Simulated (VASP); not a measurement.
Here is a VASP 6.6.1 calculation.

File INCAR:

```
SYSTEM = Se
  ALGO = Normal
  EDIFF = 1E-6
  EDIFFG = -0.002
  ENCUT = 600
  GGA = PS
  IBRION = 2
  ISIF = 3
  ISMEAR = 0
  IVDW = 12
  LASPH = .TRUE.
  LCHARG = .FALSE.
  LREAL = .FALSE.
  LWAVE = .FALSE.
  NELM = 100
  NSW = 100
  PREC = Accurate
  PSTRESS = 1480.0
  SIGMA = 0.1
```

File KPOINTS:

```
k-points
0
G
  20 20 20
  0 0 0
```

The input POSCAR:

```
Se
1.0
   -1.4065777666      1.4065777666      1.4065777666
    1.4065777666     -1.4065777666      1.4065777666
    1.4065777666      1.4065777666     -1.4065777666
Se
1
Direct
    0.0000000000      0.0000000000      0.0000000000
```

Potentials or basis: VASP PAW PBE potentials, release 64 (Se).

The run is started by

```sh
$ cat potpaw_PBE.64/Se/POTCAR > POTCAR
$ mpirun -np 1 vasp_std > vasp.out
```

Q: Predict the relaxed volume.

A: 11.16 Å³/atom.

Q: What does it give for the dispersion energy per atom?

A: -0.685 eV.

The path:
```
step  energy change (eV)  largest force (eV/Å)  pressure (GPa)  volume (Å³)
   1              0.0000                0.0000          149.58        11.13
   2             -0.1603                0.0000          139.95        11.31
   3             -0.0263                0.0000          148.00        11.16
```

Caveat: the cell is relaxed towards a set pressure, so the enthalpy falls and the energy may rise; the PAW data sets were made with another functional, which shifts forces and pressure a little; pairwise dispersion overbinds metals, which lowers pressure and volume.
